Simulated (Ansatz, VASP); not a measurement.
## One calculation of HfB10, two programs

```
Hf B
1.0
     4.62832    0.00000    0.00000
     0.00000    4.62832    0.00000
     0.00000    0.00000    4.01015
Hf B
1 10
Direct
  0.00000 0.00000 0.00000
  0.23948 0.00000 0.67633
  0.76052 0.00000 0.67633
  0.00000 0.23948 0.67633
  0.00000 0.76052 0.67633
  0.76052 0.00000 0.32367
  0.23948 0.00000 0.32367
  0.00000 0.23948 0.32367
  0.00000 0.76052 0.32367
  0.50000 0.50000 0.32727
  0.50000 0.50000 0.67273
```

Alike in both runs: task single point; functional PBE; k mesh 4 × 4 × 4; occupations gaussian, width 0.1 eV; no spin polarisation.

|  | VASP | Ansatz |
| --- | --- | --- |
| version | VASP 6.6.1 | Ansatz 0.2.0 |
| potentials or method | VASP PAW PBE potentials, release 64 (Hf_pv, B) | scalar-relativistic, plane waves, PAW |
| plane-wave cutoff (eV) | 520 | 420 |
| valence electrons in the cell | 40 | 56 |

|  | VASP | Ansatz | Ansatz less VASP |
| --- | --- | --- | --- |
| gap on the k mesh at the Fermi level (eV) | none | none | - |
| rms of the force components (eV/Å) | 6.866 | 6.763 | -0.1030 |

Atom by atom the forces differ by 0.115 eV/Å (rms over components). A gap of «none» marks a metal or a gap that the smearing closes. With one functional, cell and mesh, what is left measures potentials, basis and numerics. The two sets of potentials don't hold the same shells in valence.

Caveats: the k mesh is coarse (spacing up to 0.39 Å⁻¹), so the values aren't converged; forces of over 1 eV/Å show positions far from the minimum, so gaps and moduli don't describe the material at rest. Spin-orbit coupling is left out, which matters for the levels of Hf.
